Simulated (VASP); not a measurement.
# Ti2C (R-3m) in VASP: further runs

The runs below take Ti2C through single point, with LDA.

All numbers are computed with VASP 6.6.1; they aren't measurements. Logs are shortened: lines on timing, memory, paths and dates and some standing lists are left out, and cuts for length are marked.

## 1. Starting point

It takes space group R-3m (No. 166, trigonal). Conventional cell: a = 3.081 Å, b = 3.081 Å, c = 14.441 Å, α = 90.00°, β = 90.00°, γ = 120.00°. Ti (site symmetry 3m) has 3 C at 2.11 Å as nearest neighbours. C (site symmetry -3m) is surrounded by 6 Ti at 2.11 Å.

The cell comes from a database or a generator and needn't be the stable form of this composition.

## 2. Single point, LDA

File INCAR:

```
PREC = Accurate
ENCUT = 520
EDIFF = 1E-6
ISMEAR = -1
SIGMA = 0.15
LREAL = False
LASPH = True
NELM = 100
ALGO = Normal
ISIF = 2
LWAVE = False
LCHARG = False
NBANDS = 21
ADDGRID = False
```

File KPOINTS:

```
regular mesh
0
Gamma
  6 6 6
```

File POSCAR:

```
Ti2C
1.0
    1.5406981810      0.8895225095      4.8137698526
   -1.5406981810      0.8895225095      4.8137698526
    0.0000000000     -1.7790450191      4.8137698526
Ti C
2 1
Direct
    0.7545021700      0.7545021700      0.7545021700
    0.2454978300      0.2454978300      0.2454978300
    0.5000000000      0.5000000000      0.5000000000
```

Potentials or basis: VASP PAW LDA potentials, release 64 (Ti_sv, C).

On the command line:

```
$ cat potpaw_LDA.64/Ti_sv/POTCAR potpaw_LDA.64/C/POTCAR > POTCAR
$ mpirun -np 1 vasp_std > vasp.out
```

OUTCAR:

```text
PREC = Accurate
   ENCUT = 520
   EDIFF = 1E-6
   ISMEAR = -1
   LREAL = False
   LASPH = True
   NELM = 100
   ISIF = 2

 Found     32 irreducible k-points:

 Following reciprocal coordinates:
            Coordinates               Weight
  0.000000  0.000000  0.000000      1.000000
  0.166667  0.000000 -0.000000      6.000000
  0.333333  0.000000 -0.000000      6.000000
  0.500000  0.000000  0.000000      3.000000
  0.166667  0.166667 -0.000000      6.000000
  0.333333  0.166667  0.000000     12.000000
   k-points           NKPTS =     32   k-points in BZ     NKDIM =     32   number of bands    NBANDS=     21
   number of dos      NEDOS =    301   number of ions     NIONS =      3
   total plane-waves  NPLWV =  64000
   dimension x,y,z NGX =    40 NGY =   40 NGZ =   40
   dimension x,y,z NGXF=    80 NGYF=   80 NGZF=   80
   ions per type =               2   1
   NGX,Y,Z   is equivalent  to a cutoff of  12.96, 12.96, 12.96 a.u.
   NGXF,Y,Z  is equivalent  to a cutoff of  25.92, 25.92, 25.92 a.u.
 SYSTEM =  unknown system
   PREC   = accura    normal or accurate (medium, high low for compatibility)
   ISTART =      0    job   : 0-new  1-cont  2-samecut
   ICHARG =      2    charge: 1-file 2-atom 10-const
   ISPIN  =      1    spin polarized calculation?
   LNONCOLLINEAR =      F non collinear calculations
   LSORBIT =      F    spin-orbit coupling
   LASPH  =      T    aspherical Exc in radial PAW
   ENCUT  =  520.0 eV  38.22 Ry    6.18 a.u.   9.54  9.54  9.54*2*pi/ulx,y,z
   NELM   =    100;   NELMIN=  2; NELMDL= -5     # of ELM steps
   EDIFF  = 0.1E-05   stopping-criterion for ELM
   LREAL  =      F    real-space projection
   EDIFFG = 0.1E-04   stopping-criterion for IOM
   NSW    =      0    number of steps for IOM
   IBRION =     -1    ionic relax: 0-MD 1-quasi-New 2-CG
   NFREE  =      0    steps in history (QN), initial steepest desc. (CG)
   ISIF   =      2    stress and relaxation
   ISYM   =      2    0-nonsym 1-usesym 2-fastsym
   POTIM  = 0.5000    time-step for ionic-motion
   TEBEG  =    0.0;   TEEND  =   0.0 temperature during run
   PSTRESS=    0.0 pullay stress
   NELECT =      28.0000    total number of electrons
   NUPDOWN=      -1.0000    fix difference up-down
   EMIN   =  10.00;   EMAX   =-10.00  energy-range for DOS
   EFERMI =   0.00;   METHOD = LEGACY
   ISMEAR =    -1;   SIGMA  =   0.15  broadening in eV -4-tet -1-fermi 0-gaus
   EFERMI_NEDOS =   21; number of points for ismear=-14 and -15
   IALGO  =     38    algorithm
   IMIX   =      4    mixing-type and parameters
     AMIX     =   0.40;   BMIX     =  1.00
     AMIX_MAG =   1.60;   BMIX_MAG =  1.00
  volume/ion in A,a.u.               =      13.19        89.04
  Fermi-wavevector in a.u.,A,eV,Ry     =   1.458670  2.756487 28.949376  2.127719
  Thomas-Fermi vector in A             =   2.575328
   LORBIT       =      0    0 simple, 1 ext, 2 COOP (PROOUT), +10 PAW based schemes
   GGA     = CA    functional components
   LHFCALC =     F    Hartree Fock is set to
   AEXX    =    0.0000 exact exchange contribution
   IVDW    =     0    specifies the selected vdW correction
   LEPSILON=     F    determine dielectric tensor
   LRPA    =     F    only Hartree local field effects (RPA)
 non-spin polarized calculation
  energy-cutoff  :      520.00
  volume of cell :       39.58
 maximum number of plane-waves:      1082
 NGX is ok and might be reduce to    40
   NGX = 19   NGY = 19   NGZ = 19

 number of electron      28.0000004 magnetization

 Free energy of the ion-electron system (eV)
  ---------------------------------------------------
  ext. energy  EPLUGINS =         0.00000000
  ---------------------------------------------------
  free energy    TOTEN  =       -29.35211443 eV

  energy without entropy =      -29.19962496  energy(sigma->0) =      -29.27586969

 E-fermi :   8.1038     XC(G=0): -12.0974

 val. band max:        8.0782804924   @ k =   0.3333   0.1667   0.1667
 cond. band min:       8.1480135611   @ k =   0.5000   0.5000   0.3333
 fundamental gap:      0.0697330688
 Fermi energy:         8.1038484978

 k-point     1 :       0.0000    0.0000    0.0000
  band No.  band energies     occupation
      1     -47.8951      2.00000
      2     -47.7886      2.00000
      3     -24.8534      2.00000
      4     -24.3363      2.00000
      5     -24.3363      2.00000
      6     -24.2744      2.00000
      7     -24.2576      2.00000
      8     -24.2576      2.00000
      9      -3.0217      2.00000
     10       3.3321      2.00000
     11       5.6070      2.00000
     12       5.6070      2.00000
     13       6.2435      1.99999
     14       8.6051      0.06834
     15       8.6051      0.06834
     16       9.1237      0.00223
     17      10.0579      0.00000
     18      10.0579      0.00000
     19      11.1184      0.00000
     20      11.1184      0.00000
     21      12.1840      0.00000

 k-point     2 :       0.1667    0.0000   -0.0000
  band No.  band energies     occupation
      1     -47.8767      2.00000
      2     -47.7841      2.00000
      3     -24.8066      2.00000
      4     -24.4249      2.00000
      5     -24.3568      2.00000
      6     -24.3456      2.00000
      7     -24.2946      2.00000
      8     -24.2773      2.00000
      9      -2.6546      2.00000
     10       3.8160      2.00000
     11       4.6678      2.00000
     12       5.6906      2.00000
     13       6.7671      1.99973
     14       8.1718      0.77720
     15       8.8917      0.01041
     16       9.2098      0.00126
     17       9.3987      0.00036
     18      10.1738      0.00000
     19      11.0494      0.00000
     20      11.3273      0.00000
     21      12.6145      0.00000

 k-point     3 :       0.3333    0.0000   -0.0000
  band No.  band energies     occupation
      1     -47.8350      2.00000
      2     -47.7799      2.00000
      3     -24.7046      2.00000
      4     -24.5932      2.00000
      5     -24.5020      2.00000
      6     -24.3974      2.00000
      7     -24.3647      2.00000
      8     -24.3167      2.00000
      9      -1.9179      2.00000
     10       3.8439      2.00000
     11       4.8021      2.00000
     12       5.7470      2.00000
     13       6.7344      1.99978
     14       7.4196      1.97932
     15       8.4985      0.13436
     16       9.5813      0.00011
     17      10.0476      0.00000
     18      10.7414      0.00000
     19      10.9317      0.00000
     20      11.4544      0.00000
     21      13.0604      0.00000

 k-point     4 :       0.5000    0.0000    0.0000
  band No.  band energies     occupation
      1     -47.8038      2.00000
      2     -47.7879      2.00000
      3     -24.7009      2.00000
      4     -24.6508      2.00000
      5     -24.5038      2.00000
      6     -24.4523      2.00000
      7     -24.4175      2.00000
      8     -24.3364      2.00000
      9      -1.5514      2.00000
     10       3.5167      2.00000
     11       5.1802      2.00000
     12       5.7282      2.00000
     13       6.8857      1.99941
     14       7.2315      1.99406
     15       8.2902      0.44800
     16       9.9618      0.00001
     17      10.8196      0.00000
     18      10.9617      0.00000
     19      11.2208      0.00000
     20      11.6532      0.00000
     21      11.7188      0.00000

 k-point     5 :       0.1667    0.1667   -0.0000
  band No.  band energies     occupation
      1     -47.8754      2.00000
      2     -47.7855      2.00000
      3     -24.8019      2.00000
      4     -24.4236      2.00000
      5     -24.3682      2.00000
      6     -24.3609      2.00000
      7     -24.2855      2.00000
      8     -24.2658      2.00000
      9      -2.6369      2.00000
     10       3.6870      2.00000
     11       4.6793      2.00000
     12       5.7216      2.00000
     13       6.9040      1.99933
     14       8.1972      0.69862
     15       8.8376      0.01491
     16       9.1028      0.00256
     17       9.7604      0.00003
     18       9.9461      0.00001
     19      11.0094      0.00000
     20      11.2812      0.00000
     21      12.5550      0.00000

 k-point     6 :       0.3333    0.1667    0.0000
  band No.  band energies     occupation
      1     -47.8450      2.00000
      2     -47.7814      2.00000
      3     -24.7358      2.00000
      4     -24.5369      2.00000
      5     -24.4919      2.00000
      6     -24.3779      2.00000
      7     -24.3452      2.00000
      8     -24.2984      2.00000
      9      -2.0865      2.00000
     10       3.9960      2.00000
     11       4.6074      2.00000
     12       5.4628      2.00000
     13       6.9813      1.99888
     14       7.7878      1.78320
     15       8.4541      0.17656
     16       9.1408      0.00199
     17       9.8720      0.00002
     18      10.5144      0.00000
     19      10.9793      0.00000
     20      11.9704      0.00000
     21      13.1207      0.00000

 [... further k-points ...]

------------------------ aborting loop because EDIFF is reached ----------------------------------------

  FORCE on cell =-STRESS in cart. coord.  units (eV):
  Direction    XX          YY          ZZ          XY          YZ          ZX
  --------------------------------------------------------------------------------------
  -------------------------------------------------------------------------------------
  Total       -2.1539744     -2.1539744     -1.8769319      0.0000000      0.0000000      0.0000000
  in kB      -87.1846528    -87.1846528    -75.9710306      0.0000000      0.0000000      0.0000000
  external PRESSURE =     -83.4467788 kB  Pullay stress =       0.0000000 kB

 VOLUME and BASIS-vectors are now :
 -----------------------------------------------------------------------------
  energy-cutoff  :      520.00
  volume of cell :       39.58
      direct lattice vectors                 reciprocal lattice vectors
     1.540698181  0.889522510  4.813769853     0.324528195  0.187366441  0.069245798
    -1.540698181  0.889522510  4.813769853    -0.324528195  0.187366441  0.069245798
     0.000000000 -1.779045019  4.813769853     0.000000000 -0.374732882  0.069245798

 POSITION                                       TOTAL-FORCE (eV/Angst)
 -----------------------------------------------------------------------------------
      0.00000     -0.00000     10.89600        -0.000000     -0.000000      0.323182
      0.00000     -0.00000      3.54531        -0.000000      0.000000     -0.323182
      0.00000     -0.00000      7.22065         0.000000      0.000000      0.000000
 -----------------------------------------------------------------------------------
    total drift:                                0.000000      0.000000     -0.000000

  FREE ENERGIE OF THE ION-ELECTRON SYSTEM (eV)
  ---------------------------------------------------
  free  energy   TOTEN  =       -29.3521144253 eV

  energy  without entropy=      -29.1996249607  energy(sigma->0) =      -29.27586969
```

Wall time 48 s (1 thread of Intel Xeon Platinum 8488C (Sapphire Rapids), shared host); peak memory 0.2 GiB.

The run converged, but some of its settings lie outside the range that counts as converged, so its numbers aren't taken as properties of the crystal.

Results:

| Quantity | Value |
| --- | --- |
| Free energy | -29.3521 eV |
| Pressure | -8.3 GPa |
| Largest force | 0.323 eV/Å |
| Band gap on the k mesh | none (metal or under the smearing width) |

Caveat: the k mesh is coarse (spacing up to 0.40 Å⁻¹), so the values aren't converged.

## 3. Single point, LDA

INCAR, as its differences from that of step 2:

```diff
@@ -1,3 +1,3 @@
 PREC = Accurate
-ENCUT = 520
+ENCUT = 400
 EDIFF = 1E-6
```

File KPOINTS:

```
regular mesh
0
Gamma
  7 7 7
```

POSCAR is that of step 2.

Potentials or basis: VASP PAW LDA potentials, release 64 (Ti_sv, C).

On the command line:

```
$ cat potpaw_LDA.64/Ti_sv/POTCAR potpaw_LDA.64/C/POTCAR > POTCAR
$ mpirun -np 1 vasp_std > vasp.out
```

OUTCAR:

```text
PREC = Accurate
   ENCUT = 400
   EDIFF = 1E-6
   ISMEAR = -1
   LREAL = False
   LASPH = True
   NELM = 100
   ISIF = 2

 Found     44 irreducible k-points:

 Following reciprocal coordinates:
            Coordinates               Weight
  0.000000  0.000000  0.000000      1.000000
  0.142857  0.000000 -0.000000      6.000000
  0.285714 -0.000000 -0.000000      6.000000
  0.428571  0.000000 -0.000000      6.000000
  0.142857  0.142857 -0.000000      6.000000
  0.285714  0.142857 -0.000000     12.000000
   k-points           NKPTS =     44   k-points in BZ     NKDIM =     44   number of bands    NBANDS=     21
   number of dos      NEDOS =    301   number of ions     NIONS =      3
   total plane-waves  NPLWV =  46656
   dimension x,y,z NGX =    36 NGY =   36 NGZ =   36
   dimension x,y,z NGXF=    72 NGYF=   72 NGZF=   72
   ions per type =               2   1
   NGX,Y,Z   is equivalent  to a cutoff of  11.66, 11.66, 11.66 a.u.
   NGXF,Y,Z  is equivalent  to a cutoff of  23.32, 23.32, 23.32 a.u.
 SYSTEM =  unknown system
   PREC   = accura    normal or accurate (medium, high low for compatibility)
   ISTART =      0    job   : 0-new  1-cont  2-samecut
   ICHARG =      2    charge: 1-file 2-atom 10-const
   ISPIN  =      1    spin polarized calculation?
   LNONCOLLINEAR =      F non collinear calculations
   LSORBIT =      F    spin-orbit coupling
   LASPH  =      T    aspherical Exc in radial PAW
   ENCUT  =  400.0 eV  29.40 Ry    5.42 a.u.   8.37  8.37  8.37*2*pi/ulx,y,z
[... 54 lines left out ...]
 fundamental gap:      0.0980695974
 Fermi energy:         8.1038238909

 k-point     1 :       0.0000    0.0000    0.0000
  band No.  band energies     occupation
      1     -47.8855      2.00000
      2     -47.7787      2.00000
      3     -24.8524      2.00000
      4     -24.3355      2.00000
      5     -24.3355      2.00000
      6     -24.2735      2.00000
[... 133 lines left out ...]
     20      11.8033      0.00000
     21      12.9363      0.00000

 [... further k-points ...]

------------------------ aborting loop because EDIFF is reached ----------------------------------------

  FORCE on cell =-STRESS in cart. coord.  units (eV):
  Direction    XX          YY          ZZ          XY          YZ          ZX
  --------------------------------------------------------------------------------------
  -------------------------------------------------------------------------------------
  Total       -2.4401931     -2.4401931     -2.1820067      0.0000000      0.0000000      0.0000000
  in kB      -98.7696910    -98.7696910    -88.3192897      0.0000000      0.0000000      0.0000000
  external PRESSURE =     -95.2862239 kB  Pullay stress =       0.0000000 kB

 VOLUME and BASIS-vectors are now :
 -----------------------------------------------------------------------------
  energy-cutoff  :      400.00
  volume of cell :       39.58
      direct lattice vectors                 reciprocal lattice vectors
     1.540698181  0.889522510  4.813769853     0.324528195  0.187366441  0.069245798
    -1.540698181  0.889522510  4.813769853    -0.324528195  0.187366441  0.069245798
     0.000000000 -1.779045019  4.813769853     0.000000000 -0.374732882  0.069245798

 POSITION                                       TOTAL-FORCE (eV/Angst)
 -----------------------------------------------------------------------------------
      0.00000     -0.00000     10.89600         0.000000     -0.000000      0.319416
      0.00000     -0.00000      3.54531         0.000000      0.000000     -0.319416
      0.00000     -0.00000      7.22065        -0.000000     -0.000000      0.000000
 -----------------------------------------------------------------------------------
    total drift:                               -0.000000      0.000000     -0.000000

  FREE ENERGIE OF THE ION-ELECTRON SYSTEM (eV)
  ---------------------------------------------------
  free  energy   TOTEN  =       -29.3524045205 eV

  energy  without entropy=      -29.2099343729  energy(sigma->0) =      -29.28116945
```

OSZICAR:

```text
N       E                     dE             d eps       ncg     rms          rms(c)
DAV:   1     0.279893504398E+03    0.27989E+03   -0.12754E+04  1872   0.138E+03
DAV:   2    -0.755611410202E+00   -0.28065E+03   -0.27199E+03  1938   0.423E+02
DAV:   3    -0.350681061022E+02   -0.34312E+02   -0.33889E+02  3019   0.130E+02
DAV:   4    -0.371456104303E+02   -0.20775E+01   -0.20717E+01  2381   0.304E+01
DAV:   5    -0.372458931412E+02   -0.10028E+00   -0.10026E+00  2626   0.549E+00    0.202E+01
DAV:   6    -0.297514231797E+02    0.74945E+01   -0.60168E+01  2425   0.593E+01    0.584E+00
DAV:   7    -0.293846522595E+02    0.36677E+00   -0.39086E+00  2728   0.170E+01    0.368E+00
DAV:   8    -0.293521283774E+02    0.32524E-01   -0.31648E-01  2036   0.412E+00    0.618E-01
DAV:   9    -0.293510814706E+02    0.10469E-02   -0.33612E-02  2513   0.159E+00    0.575E-01
DAV:  10    -0.293524230873E+02   -0.13416E-02   -0.47979E-03  2088   0.703E-01    0.631E-02
DAV:  11    -0.293523972113E+02    0.25876E-04   -0.63842E-04  2858   0.174E-01    0.531E-02
DAV:  12    -0.293524079396E+02   -0.10728E-04   -0.63798E-05  2453   0.803E-02    0.996E-03
DAV:  13    -0.293524047536E+02    0.31860E-05   -0.70105E-06  2501   0.305E-02    0.669E-03
DAV:  14    -0.293524045205E+02    0.23307E-06   -0.20413E-06  1578   0.135E-02
   1 F= -.29352405E+02 E0= -.29281169E+02  d E =-.142470E+00
```

Run time: 40 s. Hardware: 1 thread of Intel Xeon Platinum 8488C (Sapphire Rapids), shared host; peak memory 0.17 GiB.

The run converged, but some of its settings lie outside the range that counts as converged, so its numbers aren't taken as properties of the crystal.

What came out:

* Free energy: -29.3524 eV
* Largest force: 0.319 eV/Å
* Band gap on the k mesh: none (metal or under the smearing width)

Caveat: the cutoff is under 1.25 times the usual one of these potentials, so pressure, stress and relaxed cells hold a basis-set (Pulay) error.

## 4. Single point, LDA

INCAR, as its differences from that of step 3:

```diff
@@ -1,3 +1,3 @@
 PREC = Accurate
-ENCUT = 400
+ENCUT = 460
 EDIFF = 1E-6
```

KPOINTS is that of step 3.

POSCAR is that of step 3.

On the command line:

```
$ cat potpaw_LDA.64/Ti_sv/POTCAR potpaw_LDA.64/C/POTCAR > POTCAR
$ mpirun -np 1 vasp_std > vasp.out
```

Run time: 40 s. Hardware: 1 thread of Intel Xeon Platinum 8488C (Sapphire Rapids), shared host; peak memory 0.18 GiB.

These settings aren't checked as converged: the numbers below hold their error.

Results:

```yaml
Free_energy: -29.3589 eV
Pressure: -8.6 GPa
Largest_force: 0.324 eV/Å
Band_gap_on_the_k_mesh: none (metal or under the smearing width)
```

Caveat: the cutoff is under 1.25 times the usual one of these potentials, so pressure, stress and relaxed cells hold a basis-set (Pulay) error.
